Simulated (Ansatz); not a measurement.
# BaTiO3: the cost of one run

Computed with Ansatz 0.2.0 (DFT PBE, scalar-relativistic, unless a step's input says otherwise).

## 1. The structure to begin with

The structure is trigonal, space group R3m (No. 160). Conventional cell: a = 5.655 Å, b = 5.655 Å, c = 6.953 Å, α = 90.00°, β = 90.00°, γ = 120.00°. Ba (site symmetry 3m) has 12 O at 2.79 to 2.88 Å as nearest neighbours. Ti (site symmetry 3m) has 6 O at 1.88 to 2.14 Å as nearest neighbours. Around O (site symmetry m) lie 2 Ti at 1.88 to 2.14 Å.

As a file:

```
Ba Ti O
1.0
     2.82767    1.63255    2.31773
    -2.82767    1.63255    2.31773
     0.00000   -3.26511    2.31773
Ba Ti O
1 1 3
Direct
  0.00000 0.00000 0.00000
  0.51400 0.51400 0.51400
  0.49160 0.49160 0.98150
  0.49160 0.98150 0.49160
  0.98150 0.49160 0.49160
```

Atoms are numbered in the order of the input: Ba1, Ti2, O3, O4, O5.

## 2. After the deformation

Space group R3m before, P1 after.

## 3. Full-potential LAPW

Contents of input.yaml:

```yaml
crystal:
  lattice:
    - [2.8079167246, 1.6068279731, 2.2954304924]
    - [-2.8474195904, 1.6351046547, 2.3237071739]
    - [0.0047368917, -3.2766986018, 2.3340571577]
  atoms:
    - { symbol: Ba, position: [0.0, 0.0, 0.0] }
    - { symbol: Ti, position: [0.514, 0.514, 0.514] }
    - { symbol: O, position: [0.4916, 0.4916, 0.9815] }
    - { symbol: O, position: [0.4916, 0.9815, 0.4916] }
    - { symbol: O, position: [0.9815, 0.4916, 0.4916] }
kpoints:
  mp_grid: { grid: [9, 9, 9] }
  band_path:
    path:
      - [0.0, 0.0, 0.0]
      - [0.0, 0.5, 0.0]
      - [0.5, 0.0, 0.0]
      - [0.0, 0.0, 0.0]
      - [0.0, 0.0, -0.5]
      - [-0.5, -0.5, -0.5]
      - [0.0, 0.0, 0.0]
      - [-0.5, 0.0, -0.5]
      - [0.0, -0.5, -0.5]
    npoints: 5
scf:
  occupations: { method: fermi_dirac, width: 0.05 }
hamiltonian:
  xc: pbe
  pseudopotentials: { kind: all_electron, lapw: { basis_error: 0.001 } }
output:
  forces: true
  stress: true
  eigenvalues: true
```

Launch:

```
> ansatz run input.yaml --threads 2 --pin off --max-ram 6144MiB --backend cpu --events-out ev --progress --plain --runs-dir out
```

Q: Estimate wall time and peak memory on 2 threads of Intel Xeon 6975P-C (Granite Rapids), shared host.

About 4.7 min, with a peak of 2.8 GiB.
